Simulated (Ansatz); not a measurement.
We consider rock-salt NaBr, described by PBE-D4 (Ansatz, a quantum-chemistry and plane-wave program, plane waves, PAW).

Numerical settings: plane-wave cutoff 500 eV, 10×10×10 k mesh, gaussian smearing 0.02 eV, scalar-relativistic PAW data made under PBE.

Cell (relaxed at this level):

```
CELL_PARAMETERS angstrom
      0.00000     2.97673     2.97673
      2.97673     0.00000     2.97673
      2.97673     2.97673     0.00000
ATOMIC_POSITIONS crystal
  Na 0.00000 0.00000 0.00000
  Br 0.50000 0.50000 0.50000
```

Problem. Give the computed band gap.

Solution. 
* **band gap**: 4.18 eV (on the SCF k mesh)

Measured, for comparison: band gap 7.1 eV (temperature not stated, not corrected to a static lattice; as tabulated in Aguado et al. (1998), arXiv:cond-mat/9809176).

Spin–orbit coupling is not included.

Static lattice: no zero-point or thermal effects.
